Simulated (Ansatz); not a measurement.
**Al under changes of volume**

One of the cells (16.603 Å³/atom); the others are scaled copies at fixed shape and fractional positions:

```xyz
1
Lattice="0.0000 2.0248 2.0248 2.0248 0.0000 2.0248 2.0248 2.0248 0.0000" Properties=species:S:1:pos:R:3 pbc="T T T"
Al    0.0000    0.0000    0.0000
```

```yaml
Program: Ansatz 0.2.0
Functional: r2SCAN
Potentials_or_basis: Ansatz PAW
Cutoff: "500 eV (not typed: the program's choice for these potentials)"
k_mesh: 11 × 11 × 11
Occupations: fermi-dirac, width 0.05 eV
Spin: no spin polarisation
```

```tsv
volume (Å³/atom)	energy over the lowest point (meV/atom)	pressure (GPa)
15.607	2.13	2.1
15.939	0.00	0.1
16.271	?	?
16.603	7.12	-3.4
16.935	15.62	-4.8
17.267	26.96	-6.1
17.599	40.84	-7.3
```

Problem. What does the run at 16.271 Å³/atom give?

Solution. Energy over the lowest point 1.79 meV/atom; pressure -1.7 GPa.

Worked out: A Birch-Murnaghan fit of order 3 (a polynomial in V^(-2/3)) to the other rows has its minimum at 15.95 Å³/atom with B0 = V·E''(V) = 91 GPa and B' = 4.2. It gives 1.80 meV/atom at 16.271 Å³/atom, against the run's 1.79, and -dE/dV = -1.8 GPa, against -1.7.

Energies are extrapolated to zero smearing.

Caveats: the PAW data sets come from PBE, with cores solved anew for the run's functional, which leaves a small shift of forces and pressure.
